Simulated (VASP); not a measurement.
SnSe:

```xyz
2
Lattice="0.0000 3.0100 3.0100 3.0100 0.0000 3.0100 3.0100 3.0100 0.0000" Properties=species:S:1:pos:R:3 pbc="T T T"
Sn    0.0000    0.0000    0.0000
Se    3.0100    3.0100    3.0100
```

Measurements of this composition are mostly on another form, of space group No. 62.

Base run:

- Program: VASP 6.6.1
- Functional: r2SCAN
- Potentials or basis: VASP PAW PBE potentials, release 64 (Sn_d, Se)
- Cutoff: 520 eV
- k mesh: 8 × 8 × 8
- Occupations: gaussian, width 0.02 eV
- Spin: no spin polarisation

Its results: pressure -0.1 GPa.

Q: The run is repeated on the same cell with these changes: functional from r2SCAN to LDA; potentials or basis from VASP PAW PBE potentials, release 64 (Sn_d, Se) to VASP PAW LDA potentials, release 64 (Sn_d, Se). What comes out?

A: Pressure -3.3 GPa.

Caveats: the PAW data sets were made with another functional, which shifts forces and pressure a little (some runs).
